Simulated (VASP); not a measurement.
# Ta (Im-3m) in VASP: further runs

Runs on Ta. Level: PBE. Tasks: relaxation of cell and atoms, relaxation of the atoms.

Program: VASP 6.6.1. These are calculated values, not measurements. Logs are shortened: lines on timing, memory, paths and dates and some standing lists are left out, and cuts for length are marked.

**1. The structure**

The structure is cubic, space group Im-3m (No. 229). The conventional cell has a = 3.303 Å, b = 3.303 Å, c = 3.303 Å, α = 90.00°, β = 90.00°, γ = 90.00°. Ta (site symmetry m-3m) is surrounded by 8 Ta at 2.86 Å.

**2. Relaxation of cell and atoms, PBE**

File INCAR:

```
SYSTEM = Ta
  PREC = Accurate
  ENCUT = 600
  EDIFF = 1E-6
  ISMEAR = 1
  SIGMA = 0.1
  LREAL = .FALSE.
  LASPH = .TRUE.
  NELM = 80
  ALGO = Normal
  ISIF = 3
  LWAVE = .FALSE.
  LCHARG = .FALSE.
  GGA = PE
  IBRION = 2
  NSW = 90
  EDIFFG = -0.01
```

File KPOINTS:

```
Automatic mesh
0
G
  16 16 16
  0 0 0
```

File POSCAR:

```
Ta
1.0
   -1.6512800000      1.6512800000      1.6512800000
    1.6512800000     -1.6512800000      1.6512800000
    1.6512800000      1.6512800000     -1.6512800000
Ta
1
Direct
    0.0000000000      0.0000000000      0.0000000000
```

Potentials or basis: VASP PAW PBE potentials, release 64 (Ta_pv).

Command:

```
> cat potpaw_PBE.64/Ta_pv/POTCAR > POTCAR
> mpirun -np 1 vasp_std > vasp.out
```

OUTCAR:

```text
SYSTEM = Ta
   PREC = Accurate
   ENCUT = 600
   EDIFF = 1E-6
   ISMEAR = 1
   LREAL = .FALSE.
   LASPH = .TRUE.
   NELM = 80
   ISIF = 3
   GGA = PE
   IBRION = 2
   NSW = 90
   EDIFFG = -0.01

 ion  position               nearest neighbor table
   1  0.000  0.000  0.000-

  LATTYP: Found a body centered cubic cell.
 ALAT       =     3.3025600000

  Lattice vectors:

 A1 = (  -1.6512800000,   1.6512800000,   1.6512800000)
 A2 = (   1.6512800000,  -1.6512800000,   1.6512800000)
 A3 = (   1.6512800000,   1.6512800000,  -1.6512800000)

Analysis of symmetry for initial positions (statically):
=====================================================================
 Subroutine PRICEL returns:
 Original cell was already a primitive cell.

 Routine SETGRP: Setting up the symmetry group for a
 body centered cubic supercell.

 Subroutine GETGRP returns: Found 48 space group operations
 (whereof 48 operations were pure point group operations)
 out of a pool of 48 trial point group operations.

The static configuration has the point symmetry O_h .

Analysis of symmetry for dynamics (positions and initial velocities):
=====================================================================
 Subroutine PRICEL returns:
 Original cell was already a primitive cell.

 Routine SETGRP: Setting up the symmetry group for a
 body centered cubic supercell.

 Subroutine GETGRP returns: Found 48 space group operations
 (whereof 48 operations were pure point group operations)
 out of a pool of 48 trial point group operations.

The dynamic configuration has the point symmetry O_h .

 Subroutine INISYM returns: Found 48 space group operations
 (whereof 48 operations are pure point group operations),
 and found     1 'primitive' translations

----------------------------------------------------------------------------------------

                                     Primitive cell

  volume of cell :      18.0104

  direct lattice vectors                    reciprocal lattice vectors
    -1.651280000  1.651280000  1.651280000     0.000000000  0.302795407  0.302795407
     1.651280000 -1.651280000  1.651280000     0.302795407  0.000000000  0.302795407
     1.651280000  1.651280000 -1.651280000     0.302795407  0.302795407  0.000000000

  length of vectors
     2.860100858  2.860100858  2.860100858     0.428217371  0.428217371  0.428217371

  position of ions in fractional coordinates (direct lattice)
     0.000000000  0.000000000  0.000000000

  ion indices of the primitive-cell ions
   primitive index   ion index
                 1           1

----------------------------------------------------------------------------------------

 KPOINTS: Automatic mesh

Automatic generation of k-mesh.
 Grid dimensions read from file:
 generate k-points for:   16   16   16

 Generating k-lattice:

  Cartesian coordinates                     Fractional coordinates (reciprocal lattice)
     0.000000000  0.018924713  0.018924713     0.062500000  0.000000000  0.000000000
     0.018924713  0.000000000  0.018924713     0.000000000  0.062500000  0.000000000
     0.018924713  0.018924713  0.000000000     0.000000000  0.000000000  0.062500000

  Length of vectors
     0.026763586  0.026763586  0.026763586

  Shift w.r.t. Gamma in fractional coordinates (k-lattice)
     0.000000000  0.000000000  0.000000000

 Subroutine IBZKPT returns following result:
 ===========================================

 Found    145 irreducible k-points:

 Following reciprocal coordinates:
            Coordinates               Weight
  0.000000  0.000000  0.000000      1.000000
  0.062500  0.000000  0.000000     12.000000
  0.125000  0.000000  0.000000     12.000000
  0.187500  0.000000  0.000000     12.000000
  0.250000  0.000000  0.000000     12.000000
  0.312500  0.000000  0.000000     12.000000
[... 16 lines left out ...]
  0.187500  0.187500  0.000000     24.000000
  0.250000  0.187500  0.000000     48.000000
 [... further k-points ...]
   k-points           NKPTS =    145   k-points in BZ     NKDIM =    145   number of bands    NBANDS=      9
   number of dos      NEDOS =    301   number of ions     NIONS =      1
   total plane-waves  NPLWV =  13824
   dimension x,y,z NGX =    24 NGY =   24 NGZ =   24
   dimension x,y,z NGXF=    48 NGYF=   48 NGZF=   48
   ions per type =               1
   NGX,Y,Z   is equivalent  to a cutoff of  13.95, 13.95, 13.95 a.u.
   NGXF,Y,Z  is equivalent  to a cutoff of  27.90, 27.90, 27.90 a.u.
 SYSTEM =  Ta
   PREC   = accura    normal or accurate (medium, high low for compatibility)
   ISTART =      0    job   : 0-new  1-cont  2-samecut
   ICHARG =      2    charge: 1-file 2-atom 10-const
   ISPIN  =      1    spin polarized calculation?
   LNONCOLLINEAR =      F non collinear calculations
   LSORBIT =      F    spin-orbit coupling
   LASPH  =      T    aspherical Exc in radial PAW
   ENCUT  =  600.0 eV  44.10 Ry    6.64 a.u.   5.71  5.71  5.71*2*pi/ulx,y,z
   NELM   =     80;   NELMIN=  2; NELMDL= -5     # of ELM steps
   EDIFF  = 0.1E-05   stopping-criterion for ELM
   LREAL  =      F    real-space projection
   EDIFFG = -.1E-01   stopping-criterion for IOM
   NSW    =     90    number of steps for IOM
   IBRION =      2    ionic relax: 0-MD 1-quasi-New 2-CG
   NFREE  =      1    steps in history (QN), initial steepest desc. (CG)
   ISIF   =      3    stress and relaxation
   ISYM   =      2    0-nonsym 1-usesym 2-fastsym
   POTIM  = 0.5000    time-step for ionic-motion
   TEBEG  =    0.0;   TEEND  =   0.0 temperature during run
   PSTRESS=    0.0 pullay stress
   NELECT =      11.0000    total number of electrons
   NUPDOWN=      -1.0000    fix difference up-down
   EMIN   =  10.00;   EMAX   =-10.00  energy-range for DOS
   EFERMI =   0.00;   METHOD = LEGACY
   ISMEAR =     1;   SIGMA  =   0.10  broadening in eV -4-tet -1-fermi 0-gaus
   EFERMI_NEDOS =   21; number of points for ismear=-14 and -15
   IALGO  =     38    algorithm
   IMIX   =      4    mixing-type and parameters
     AMIX     =   0.40;   BMIX     =  1.00
     AMIX_MAG =   1.60;   BMIX_MAG =  1.00
  volume/ion in A,a.u.               =      18.01       121.54
  Fermi-wavevector in a.u.,A,eV,Ry     =   1.388988  2.624806 26.249534  1.929286
  Thomas-Fermi vector in A             =   2.513061
   LORBIT       =      0    0 simple, 1 ext, 2 COOP (PROOUT), +10 PAW based schemes
   GGA     = PE    functional components
   LHFCALC =     F    Hartree Fock is set to
   AEXX    =    0.0000 exact exchange contribution
   IVDW    =     0    specifies the selected vdW correction
   LEPSILON=     F    determine dielectric tensor
   LRPA    =     F    only Hartree local field effects (RPA)
 conjugate gradient relaxation of ions
 non-spin polarized calculation
 Methfessel and Paxton  Order N= 1 SIGMA  =   0.10
  energy-cutoff  :      600.00
  volume of cell :       18.01
 maximum number of plane-waves:       616
   NGX = 11   NGY = 11   NGZ = 11

--------------------------------------- Ionic step        1  -------------------------------------------

 number of electron      11.0000002 magnetization

 Free energy of the ion-electron system (eV)
  ---------------------------------------------------
  ext. energy  EPLUGINS =         0.00000000
  ---------------------------------------------------
  free energy    TOTEN  =       -11.80600336 eV

  energy without entropy =      -11.80564443  energy(sigma->0) =      -11.80588372

------------------------ aborting loop because EDIFF is reached ----------------------------------------

  FORCE on cell =-STRESS in cart. coord.  units (eV):
  Direction    XX          YY          ZZ          XY          YZ          ZX
  --------------------------------------------------------------------------------------
  -------------------------------------------------------------------------------------
  Total        0.3832369      0.3832369      0.3832369     -0.0000000     -0.0000000      0.0000000
  in kB       34.0922581     34.0922581     34.0922581     -0.0000000     -0.0000000      0.0000000
  external PRESSURE =      34.0922581 kB  Pullay stress =       0.0000000 kB
[... 55 lines left out ...]
  energy  without entropy=      -11.7925319467  energy(sigma->0) =      -11.79315523

--------------------------------------- Ionic step        3  -------------------------------------------

 number of electron      11.0000000 magnetization

 Free energy of the ion-electron system (eV)
  ---------------------------------------------------
  ext. energy  EPLUGINS =         0.00000000
  ---------------------------------------------------
  free energy    TOTEN  =       -11.80921979 eV

  energy without entropy =      -11.80894547  energy(sigma->0) =      -11.80912835

 E-fermi :   5.3276     XC(G=0): -12.5324

 val. band max:        5.3072165167   @ k =   0.3125   0.0625   0.0625
 cond. band min:       5.3340600404   @ k =  -0.1875   0.2500   0.1250
 fundamental gap:      0.0268435237
 Fermi energy:         5.3275892338

 k-point     1 :       0.0000    0.0000    0.0000
  band No.  band energies     occupation
      1     -27.7980      2.00000
      2     -27.7980      2.00000
      3     -27.7980      2.00000
      4      -2.5013      2.00000
      5       6.0791     -0.00000
      6       6.0791     -0.00000
      7       6.0791     -0.00000
      8       9.2926      0.00000
      9       9.2926      0.00000
[... 265 lines left out ...]
 k-point    24 :       0.2500    0.1875    0.0000
  band No.  band energies     occupation
      1     -28.6707      2.00000
      2     -28.1595      2.00000
      3     -27.8936      2.00000
      4       1.6795      2.00000
      5       4.1265      2.00000
      6       4.7525      2.00000
      7       8.6489      0.00000
      8      10.1065      0.00000
      9      11.9518      0.00000

 [... further k-points ...]

------------------------ aborting loop because EDIFF is reached ----------------------------------------

  FORCE on cell =-STRESS in cart. coord.  units (eV):
  Direction    XX          YY          ZZ          XY          YZ          ZX
  --------------------------------------------------------------------------------------
  -------------------------------------------------------------------------------------
  Total       -0.0027862     -0.0027862     -0.0027862     -0.0000000      0.0000000     -0.0000000
  in kB       -0.2436554     -0.2436554     -0.2436554     -0.0000000      0.0000000     -0.0000000
  external PRESSURE =      -0.2436554 kB  Pullay stress =       0.0000000 kB
[... 16 lines left out ...]
  FREE ENERGIE OF THE ION-ELECTRON SYSTEM (eV)
  ---------------------------------------------------
  free  energy   TOTEN  =       -11.8092197879 eV

  energy  without entropy=      -11.8089454677  energy(sigma->0) =      -11.80912835

 reached required accuracy - stopping structural energy minimisation
```

Run time: 37 s. Hardware: 1 thread of Intel Xeon Platinum 8488C (Sapphire Rapids), shared host; peak memory 0.17 GiB.

What came out:

```yaml
Free_energy: -11.8092 eV
Relaxed_volume: 18.32 Å³/atom
Relaxed_cell: a = 2.876 Å, b = 2.876 Å, c = 2.876 Å, α = 109.47°, β = 109.47°, γ = 109.47°
Space_group_after_relaxing_to_0.05_Å: Im-3m (No. 229)
Energy_gained_by_relaxing: 3.2 meV/atom
Ionic_steps: 3
Pressure_after_relaxing: 0.0 GPa
Band_gap_on_the_k_mesh: none (metal or under the smearing width)
```

Step by step:
```
step  energy change (eV)  largest force (eV/Å)  pressure (GPa)  volume (Å³)
   1              0.0000                0.0000            3.41        18.01
   2              0.0125                0.0000           -6.87        19.03
   3             -0.0032                0.0000           -0.02        18.32
```

Final structure:
```
Ta
1.0
    -1.66072    1.66072    1.66072
     1.66072   -1.66072    1.66072
     1.66072    1.66072   -1.66072
Ta
1
Direct
  0.00000 0.00000 0.00000
```

The run has no spin-orbit coupling, so splittings on Ta are missing. PBE usually gives volumes a little too large and moduli too small.

**3. Relaxation of cell and atoms, PBE**

This run uses another cell than the first one, of 18.32 Å³/atom, 1.017 times its volume.

INCAR: that of step 2 with these lines changed.

```diff
@@ -3,3 +3,3 @@
   ENCUT = 600
-  EDIFF = 1E-6
+  EDIFF = 1E-7
   ISMEAR = 1
@@ -16,2 +16,2 @@
   NSW = 90
-  EDIFFG = -0.01
+  EDIFFG = -0.005
```

KPOINTS is that of step 2.

File POSCAR:

```
Ta                                      
1.0
   -1.6607226838      1.6607226838      1.6607226838
    1.6607226838     -1.6607226838      1.6607226838
    1.6607226838      1.6607226838     -1.6607226838
  Ta            
     1
Direct
     0.0000000000000000    0.0000000000000000    0.0000000000000000
```

Potentials or basis: VASP PAW PBE potentials, release 64 (Ta_pv).

Command:

```
> cat potpaw_PBE.64/Ta_pv/POTCAR > POTCAR
> mpirun -np 1 vasp_std > vasp.out
```

Wall time 17 s (1 thread of Intel Xeon Platinum 8488C (Sapphire Rapids), shared host); peak memory 0.16 GiB.

It converged, with:

* Free energy: -11.8093 eV
* Pressure after relaxing: 0.0 GPa
* Band gap on the k mesh: none (metal or under the smearing width)

Final structure:
```
Ta
1.0
    -1.66072    1.66072    1.66072
     1.66072   -1.66072    1.66072
     1.66072    1.66072   -1.66072
Ta
1
Direct
  0.00000 0.00000 0.00000
```

Levels at points of the mesh, in eV from the Fermi level:
| k point | band 3 | band 4 | band 5 | band 6 | band 7 | band 8 |
| --- | --- | --- | --- | --- | --- | --- |
| (0.00, 0.00, 0.00) | -33.13 | -7.83 | 0.75 | 0.75 | 0.75 | 3.96 |
| (0.50, 0.00, 0.00) | -33.13 | -4.28 | -1.47 | 1.53 | 3.84 | 4.84 |
| (0.50, 0.50, 0.50) | -33.90 | -3.68 | -3.68 | 6.71 | 6.71 | 6.71 |

Caveat: the relaxation stopped at its first step, so nothing moved.

**4. Relaxation of the atoms, PBE (a relaxed cell with its volume scaled by 0.94)**

INCAR: that of step 3 with these lines changed.

```diff
@@ -10,3 +10,3 @@
   ALGO = Normal
-  ISIF = 3
+  ISIF = 2
   LWAVE = .FALSE.
@@ -15,3 +15,3 @@
   IBRION = 2
-  NSW = 90
-  EDIFFG = -0.005
+  NSW = 40
+  EDIFFG = -0.01
```

KPOINTS is that of step 3.

File POSCAR:

```
Ta                                      
1.0
   -1.6268208715      1.6268208715      1.6268208715
    1.6268208715     -1.6268208715      1.6268208715
    1.6268208715      1.6268208715     -1.6268208715
  Ta            
     1
Direct
     0.0000000000000000    0.0000000000000000    0.0000000000000000
```

Command:

```
> cat potpaw_PBE.64/Ta_pv/POTCAR > POTCAR
> mpirun -np 1 vasp_std > vasp.out
```

Wall time 15 s (1 thread of Intel Xeon Platinum 8488C (Sapphire Rapids), shared host); peak memory 0.16 GiB.

It converged, with:

```
Free energy             : -11.7655 eV
Pressure after relaxing : 13.3 GPa
Band gap on the k mesh  : none (metal or under the smearing width)
```

Final structure:
```xyz
1
Lattice="-1.6268 1.6268 1.6268 1.6268 -1.6268 1.6268 1.6268 1.6268 -1.6268" Properties=species:S:1:pos:R:3 pbc="T T T"
Ta    0.0000    0.0000    0.0000
```

Levels at points of the mesh, in eV from the Fermi level:
```tsv
k point	band 3	band 4	band 5	band 6	band 7	band 8
(0.00, 0.00, 0.00)	-32.87	-8.07	0.75	0.75	0.75	4.19
(0.50, 0.00, 0.00)	-32.88	-4.56	-1.66	1.83	4.10	5.18
(0.50, 0.50, 0.50)	-33.81	-4.06	-4.06	7.23	7.23	7.23
```

Caveat: the relaxation stopped at its first step, so nothing moved. Spin-orbit coupling is left out, which matters for the levels of Ta.
